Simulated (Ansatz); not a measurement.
Wanted: the native input for an Ansatz 0.2.0 run.

```yaml
Task: single point
Functional: PBE
Potentials_or_basis: Ansatz PAW
Cutoff: "420 eV (not typed: the program's choice for these potentials)"
k_mesh: 6 × 6 × 4
Occupations: gaussian, width 0.05 eV
Spin: collinear spin, ferromagnetic start
Starting_moments: "[1.0, 0.0, 0.0] μB"
Hubbard_terms: Mo d U = 3 eV
Hubbard_projectors: ortho-atomic (the default)
Double_counting: fll (the default)
```

The system is MoS2.

```
Mo S
1.0
     3.56395    0.00000    0.00000
    -1.78197    3.08647    0.00000
     0.00000    0.00000    5.74939
Mo S
1 2
Direct
  0.00000 0.00000 0.00000
  0.33333 0.66667 0.25200
  0.66667 0.33333 0.74800
```

Measurements of this composition are mostly on another form, of space group No. 194.

The input as run:

input.yaml

```yaml
crystal:
  lattice:
    - [3.56394676, 0.0, 0.0]
    - [-1.78197338, 3.08646843, 0.0]
    - [0.0, 0.0, 5.74938582]
  atoms:
    - { symbol: Mo, position: [0.0, 0.0, 0.0], spin: 1.0 }
    - { symbol: S, position: [0.3333333333, 0.6666666667, 0.252] }
    - { symbol: S, position: [0.6666666667, 0.3333333333, 0.748] }
hamiltonian:
  xc: pbe
  pseudopotentials: { kind: paw }
  hubbard: { sites: [{ species: Mo, l: d, u_eff: 3.0 }] }
magnetization:
  spin_polarized: true
kpoints:
  mp_grid: { grid: [6, 6, 4] }
scf:
  occupations: { method: gaussian, width: 0.05 }
output:
  forces: true
  stress: true
  eigenvalues: true
  write_density: true
  write_potential: true
  elf: true
  volumetric_format: npy
```

Potentials or basis: Ansatz PAW.

Run with:

```sh
$ ansatz run input.yaml --threads 2 --pin off --max-ram 5632MiB --backend cpu --events-out ev --progress --plain --runs-dir out
```

Results of the run:

| Property | Result |
| --- | --- |
| Pressure | -2.6 GPa |
| Largest force | 0.560 eV/Å |
| Band gap on the k mesh | none (metal or under the smearing width) |
| Net moment | 2.00 μB per cell |
| Absolute moment | 2.99 μB per cell |
| Site moments | Mo +1.87; S -0.21 μB |

Caveat: the magnetic or orbital state may not be the lowest; this functional lacks dispersion, which binds the layers, so the pressure and a relaxed spacing across them are unreliable.

It took 15 s on 2 threads of Arm Neoverse V2, on a shared host, peak memory 0.55 GiB.
